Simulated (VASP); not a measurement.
# Os (Fm-3m) in VASP: further runs

Aim: see how the results for Os move with the level of theory and the settings. Levels: PBEsol, r2SCAN+U. Tasks: single point.

Everything below comes from runs of VASP 6.6.1. Logs are shortened: lines on timing, memory, paths and dates and some standing lists are left out, and cuts for length are marked.

## Step 1: The structure

It takes space group Fm-3m (No. 225, cubic). Conventional cell: a = 3.890 Å, b = 3.890 Å, c = 3.890 Å, α = 90.00°, β = 90.00°, γ = 90.00°. Around Os (site symmetry m-3m) lie 12 Os at 2.75 Å.

This isn't the form of Os at room conditions, which is hcp.

## Step 2: Single point, PBEsol

The input, INCAR:

```
ALGO = Normal
EDIFF = 1E-7
ENCUT = 520
GGA = PS
ISIF = 2
ISMEAR = 0
LASPH = T
LCHARG = F
LREAL = F
LWAVE = F
NBANDS = 13
NELM = 100
PREC = Accurate
SIGMA = 0.02
```

The input, KPOINTS:

```
k-points
0
Gamma
  12 12 12
```

The input, POSCAR:

```
Os
2.7506
    0.000000000000      0.707118446884      0.707118446884
    0.707118446884      0.000000000000      0.707118446884
    0.707118446884      0.707118446884      0.000000000000
Os
1
Direct
    0.0000000000      0.0000000000      0.0000000000
```

Potentials or basis: VASP PAW PBE potentials, release 64 (Os_pv).

Run with:

```sh
$ cat potpaw_PBE.64/Os_pv/POTCAR > POTCAR
$ mpirun -np 1 vasp_std > vasp.out
```

OUTCAR:

```text
EDIFF = 1E-7
   ENCUT = 520
   GGA = PS
   ISIF = 2
   ISMEAR = 0
   LASPH = T
   LREAL = F
   NELM = 100
   PREC = Accurate

 ion  position               nearest neighbor table
   1  0.000  0.000  0.000-

  LATTYP: Found a face centered cubic cell.
 ALAT       =     3.8900000000

  Lattice vectors:

 A1 = (   0.0000000000,   1.9450000000,   1.9450000000)
 A2 = (   1.9450000000,   0.0000000000,   1.9450000000)
 A3 = (   1.9450000000,   1.9450000000,   0.0000000000)

Analysis of symmetry for initial positions (statically):
=====================================================================
 Subroutine PRICEL returns:
 Original cell was already a primitive cell.

 Routine SETGRP: Setting up the symmetry group for a
 face centered cubic supercell.

 Subroutine GETGRP returns: Found 48 space group operations
 (whereof 48 operations were pure point group operations)
 out of a pool of 48 trial point group operations.

The static configuration has the point symmetry O_h .

Analysis of symmetry for dynamics (positions and initial velocities):
=====================================================================
 Subroutine PRICEL returns:
 Original cell was already a primitive cell.

 Routine SETGRP: Setting up the symmetry group for a
 face centered cubic supercell.

 Subroutine GETGRP returns: Found 48 space group operations
 (whereof 48 operations were pure point group operations)
 out of a pool of 48 trial point group operations.

The dynamic configuration has the point symmetry O_h .

 Subroutine INISYM returns: Found 48 space group operations
 (whereof 48 operations are pure point group operations),
 and found     1 'primitive' translations

----------------------------------------------------------------------------------------

                                     Primitive cell

  volume of cell :      14.7160

  direct lattice vectors                    reciprocal lattice vectors
     0.000000000  1.945000000  1.945000000    -0.257069409  0.257069409  0.257069409
     1.945000000  0.000000000  1.945000000     0.257069409 -0.257069409  0.257069409
     1.945000000  1.945000000  0.000000000     0.257069409  0.257069409 -0.257069409

  length of vectors
     2.750645379  2.750645379  2.750645379     0.445257277  0.445257277  0.445257277

  position of ions in fractional coordinates (direct lattice)
     0.000000000  0.000000000  0.000000000

  ion indices of the primitive-cell ions
   primitive index   ion index
                 1           1

----------------------------------------------------------------------------------------

 KPOINTS: k-points

Automatic generation of k-mesh.
 Grid dimensions read from file:
 generate k-points for:   12   12   12

 Generating k-lattice:

  Cartesian coordinates                     Fractional coordinates (reciprocal lattice)
    -0.021422451  0.021422451  0.021422451     0.083333333  0.000000000  0.000000000
     0.021422451 -0.021422451  0.021422451     0.000000000  0.083333333  0.000000000
     0.021422451  0.021422451 -0.021422451     0.000000000  0.000000000  0.083333333

  Length of vectors
     0.037104773  0.037104773  0.037104773

  Shift w.r.t. Gamma in fractional coordinates (k-lattice)
     0.000000000  0.000000000  0.000000000

 Subroutine IBZKPT returns following result:
 ===========================================

 Found     72 irreducible k-points:

 Following reciprocal coordinates:
            Coordinates               Weight
  0.000000  0.000000  0.000000      1.000000
  0.083333  0.000000  0.000000      8.000000
  0.166667  0.000000  0.000000      8.000000
  0.250000  0.000000  0.000000      8.000000
  0.333333  0.000000  0.000000      8.000000
  0.416667  0.000000  0.000000      8.000000
[... 16 lines left out ...]
  0.500000  0.166667  0.000000     24.000000
 -0.416667  0.166667  0.000000     24.000000
 [... further k-points ...]
   k-points           NKPTS =     72   k-points in BZ     NKDIM =     72   number of bands    NBANDS=     13
   number of dos      NEDOS =    301   number of ions     NIONS =      1
   total plane-waves  NPLWV =   8000
   dimension x,y,z NGX =    20 NGY =   20 NGZ =   20
   dimension x,y,z NGXF=    40 NGYF=   40 NGZF=   40
   ions per type =               1
   NGX,Y,Z   is equivalent  to a cutoff of  12.09, 12.09, 12.09 a.u.
   NGXF,Y,Z  is equivalent  to a cutoff of  24.18, 24.18, 24.18 a.u.
 SYSTEM =  unknown system
   PREC   = accura    normal or accurate (medium, high low for compatibility)
   ISTART =      0    job   : 0-new  1-cont  2-samecut
   ICHARG =      2    charge: 1-file 2-atom 10-const
   ISPIN  =      1    spin polarized calculation?
   LNONCOLLINEAR =      F non collinear calculations
   LSORBIT =      F    spin-orbit coupling
   LASPH  =      T    aspherical Exc in radial PAW
   ENCUT  =  520.0 eV  38.22 Ry    6.18 a.u.   5.11  5.11  5.11*2*pi/ulx,y,z
   NELM   =    100;   NELMIN=  2; NELMDL= -5     # of ELM steps
   EDIFF  = 0.1E-06   stopping-criterion for ELM
   LREAL  =      F    real-space projection
   EDIFFG = 0.1E-05   stopping-criterion for IOM
   NSW    =      0    number of steps for IOM
   IBRION =     -1    ionic relax: 0-MD 1-quasi-New 2-CG
   NFREE  =      0    steps in history (QN), initial steepest desc. (CG)
   ISIF   =      2    stress and relaxation
   ISYM   =      2    0-nonsym 1-usesym 2-fastsym
   POTIM  = 0.5000    time-step for ionic-motion
   TEBEG  =    0.0;   TEEND  =   0.0 temperature during run
   PSTRESS=    0.0 pullay stress
   NELECT =      14.0000    total number of electrons
   NUPDOWN=      -1.0000    fix difference up-down
   EMIN   =  10.00;   EMAX   =-10.00  energy-range for DOS
   EFERMI =   0.00;   METHOD = LEGACY
   ISMEAR =     0;   SIGMA  =   0.02  broadening in eV -4-tet -1-fermi 0-gaus
   EFERMI_NEDOS =   21; number of points for ismear=-14 and -15
   IALGO  =     38    algorithm
   IMIX   =      4    mixing-type and parameters
     AMIX     =   0.40;   BMIX     =  1.00
     AMIX_MAG =   1.60;   BMIX_MAG =  1.00
  volume/ion in A,a.u.               =      14.72        99.31
  Fermi-wavevector in a.u.,A,eV,Ry     =   1.610106  3.042660 35.272322  2.592443
  Thomas-Fermi vector in A             =   2.705710
   LORBIT       =      0    0 simple, 1 ext, 2 COOP (PROOUT), +10 PAW based schemes
   GGA     = PS    functional components
   LHFCALC =     F    Hartree Fock is set to
   AEXX    =    0.0000 exact exchange contribution
   IVDW    =     0    specifies the selected vdW correction
   LEPSILON=     F    determine dielectric tensor
   LRPA    =     F    only Hartree local field effects (RPA)
 non-spin polarized calculation
 Gauss-broadening in eV      SIGMA  =   0.02
  energy-cutoff  :      520.00
  volume of cell :       14.72
 maximum number of plane-waves:       415
   NGX = 11   NGY = 11   NGZ = 11

 number of electron      14.0000001 magnetization

 Free energy of the ion-electron system (eV)
  ---------------------------------------------------
  ext. energy  EPLUGINS =         0.00000000
  ---------------------------------------------------
  free energy    TOTEN  =       -12.05073038 eV

  energy without entropy =      -12.05060027  energy(sigma->0) =      -12.05066532

 E-fermi :   8.1841     XC(G=0): -14.2290

 val. band max:        8.1821671798   @ k =  -0.4167   0.5000   0.0833
 cond. band min:       8.2061719430   @ k =  -0.4167   0.3333   0.0000
 fundamental gap:      0.0240047632
 Fermi energy:         8.1841432977

 k-point     1 :       0.0000    0.0000    0.0000
  band No.  band energies     occupation
      1     -37.3274      2.00000
      2     -37.3274      2.00000
      3     -37.3274      2.00000
      4      -2.3518      2.00000
      5       5.2962      2.00000
      6       5.2962      2.00000
      7       5.2962      2.00000
      8       8.1418      1.99726
      9       8.1418      1.99726
     10      22.3531      0.00000
     11      27.9323      0.00000
     12      27.9323      0.00000
     13      27.9323      0.00000

 k-point     2 :       0.0833    0.0000    0.0000
  band No.  band energies     occupation
      1     -37.3911      2.00000
      2     -37.3360      2.00000
      3     -37.3360      2.00000
      4      -2.0436      2.00000
      5       5.1188      2.00000
      6       5.4313      2.00000
      7       5.4313      2.00000
      8       8.0503      2.00000
      9       8.0503      2.00000
     10      22.9092      0.00000
     11      26.4916      0.00000
     12      28.4722      0.00000
     13      28.4722      0.00000

 k-point     3 :       0.1667    0.0000    0.0000
  band No.  band energies     occupation
      1     -37.5625      2.00000
      2     -37.3592      2.00000
      3     -37.3592      2.00000
      4      -1.1987      2.00000
      5       4.7527      2.00000
      6       5.7038      2.00000
      7       5.7038      2.00000
      8       7.9575      2.00000
      9       7.9575      2.00000
     10      23.9145      0.00000
     11      24.6588      0.00000
     12      29.9926      0.00000
     13      29.9926      0.00000
[... 305 lines left out ...]
 k-point    23 :       0.5000    0.1667    0.0000
  band No.  band energies     occupation
      1     -38.1412      2.00000
      2     -37.5890      2.00000
      3     -37.5059      2.00000
      4       1.6963      2.00000
      5       4.2546      2.00000
      6       5.6732      2.00000
      7       6.1343      2.00000
      8      10.4680      0.00000
      9      12.3368      0.00000
     10      16.5514      0.00000
     11      23.7784      0.00000
     12      26.9220      0.00000
     13      27.6135      0.00000

 k-point    24 :      -0.4167    0.1667    0.0000
  band No.  band energies     occupation
      1     -38.1489      2.00000
      2     -37.6190      2.00000
      3     -37.4871      2.00000
      4       1.7719      2.00000
      5       4.2931      2.00000
      6       5.9888      2.00000
      7       6.0142      2.00000
      8       9.8916      0.00000
      9      12.9279      0.00000
     10      16.3163      0.00000
     11      23.6871      0.00000
     12      26.1357      0.00000
     13      28.2071      0.00000

 [... further k-points ...]

------------------------ aborting loop because EDIFF is reached ----------------------------------------

  FORCE on cell =-STRESS in cart. coord.  units (eV):
  Direction    XX          YY          ZZ          XY          YZ          ZX
  --------------------------------------------------------------------------------------
  -------------------------------------------------------------------------------------
  Total       -1.7032268     -1.7032268     -1.7032268      0.0000000      0.0000000      0.0000000
  in kB     -185.4360874   -185.4360874   -185.4360874      0.0000000      0.0000000      0.0000000
  external PRESSURE =    -185.4360874 kB  Pullay stress =       0.0000000 kB

 VOLUME and BASIS-vectors are now :
 -----------------------------------------------------------------------------
  energy-cutoff  :      520.00
  volume of cell :       14.72
      direct lattice vectors                 reciprocal lattice vectors
     0.000000000  1.945000000  1.945000000    -0.257069409  0.257069409  0.257069409
     1.945000000  0.000000000  1.945000000     0.257069409 -0.257069409  0.257069409
     1.945000000  1.945000000  0.000000000     0.257069409  0.257069409 -0.257069409

 POSITION                                       TOTAL-FORCE (eV/Angst)
 -----------------------------------------------------------------------------------
      0.00000      0.00000      0.00000         0.000000      0.000000      0.000000
 -----------------------------------------------------------------------------------
    total drift:                                0.000000      0.000000      0.000000

  FREE ENERGIE OF THE ION-ELECTRON SYSTEM (eV)
  ---------------------------------------------------
  free  energy   TOTEN  =       -12.0507303782 eV

  energy  without entropy=      -12.0506002688  energy(sigma->0) =      -12.05066532
```

It used 5.9 s of CPU time on 1 thread of Intel(R) Xeon(R) Platinum 8559C (Emerald Rapids), with other jobs on the host, which was overloaded at the time.

What came out:

* Free energy: -12.0507 eV
* Pressure: -18.5 GPa
* Band gap on the k mesh: none (metal or under the smearing width)

Caveat: so large a pressure means that the cell lies far from this level's equilibrium, or that cutoff or potentials fall short; the potentials were made for another functional, which shifts forces and pressure.

## Step 3: Single point, PBEsol

The input, run.py:

```python
from ase.calculators.vasp import Vasp
from ase.dft.bandgap import bandgap
from ase.io import read

atoms = read('POSCAR')
calc = Vasp(
    directory='calc',
    xc='pbesol',
    pp='PBE',
    setups='materialsproject',
    prec='Accurate',
    encut=520,
    ediff=1e-06,
    ismear=0,
    sigma=0.02,
    lreal=False,
    lasph=True,
    nelm=100,
    algo='Fast',
    isif=2,
    lwave=False,
    lcharg=False,
    kpts=[12, 12, 12],
    gamma=True,
    nbands=13,
)
atoms.calc = calc

print('energy (eV):', atoms.get_potential_energy())
print('free energy (eV):', atoms.get_potential_energy(force_consistent=True))
print('forces (eV/A):')
print(atoms.get_forces())
print('stress (eV/A^3, Voigt):', atoms.get_stress())
print('Fermi level (eV):', calc.get_fermi_level())
gap, top, bottom = bandgap(calc)
print('band gap (eV):', gap, 'from (spin, k, band)', top, 'to', bottom)
```

The input, POSCAR:

```
Os
1.0
    0.0000000000      1.9450000000      1.9450000000
    1.9450000000      0.0000000000      1.9450000000
    1.9450000000      1.9450000000      0.0000000000
Os
1
Direct
    0.0000000000      0.0000000000      0.0000000000
```

Potentials or basis: VASP PAW PBE potentials, release 64 (Os_pv).

Run with:

```sh
$ python run.py
```

Standard output:

```text
energy (eV): -12.05066842
free energy (eV): -12.0507303
forces (eV/A):
[[0. 0. 0.]]
stress (eV/A^3, Voigt): [ 0.1203807  0.1203807  0.1203807 -0.        -0.        -0.       ]
Fermi level (eV): 8.18704763
band gap (eV): 0.0 from (spin, k, band) (None, None, None) to (None, None, None)
```

OUTCAR:

```text
ENCUT = 520.000000
   EDIFF = 1.00e-06
   GGA = PS
   PREC = Accurate
   ISIF = 2
   ISMEAR = 0
   NELM = 100
[... 602 lines left out ...]
 -----------------------------------------------------------------------------------
      0.00000      0.00000      0.00000         0.000000      0.000000      0.000000
 -----------------------------------------------------------------------------------
    total drift:                                0.000000      0.000000      0.000000

  FREE ENERGIE OF THE ION-ELECTRON SYSTEM (eV)
  ---------------------------------------------------
  free  energy   TOTEN  =       -12.0507302960 eV

  energy  without entropy=      -12.0506065403  energy(sigma->0) =      -12.05066842
```

INCAR:

```text
ENCUT = 520.000000
SIGMA = 0.020000
EDIFF = 1.00e-06
ALGO = Fast
GGA = PS
PREC = Accurate
ISIF = 2
ISMEAR = 0
NBANDS = 13
NELM = 100
LASPH = .TRUE.
LCHARG = .FALSE.
LWAVE = .FALSE.
LREAL = .FALSE.
```

Wall time 15 s (1 thread of Intel Xeon Platinum 8559C (Emerald Rapids), shared host); peak memory 0.12 GiB.

What came out:

- Free energy: -12.0507 eV
- Pressure: -19.3 GPa
- Band gap on the k mesh: none (metal or under the smearing width)

Caveat: so large a pressure means that the cell lies far from this level's equilibrium, or that cutoff or potentials fall short; the potentials were made for another functional, which shifts forces and pressure.

(Continued in part 2 of 2.)
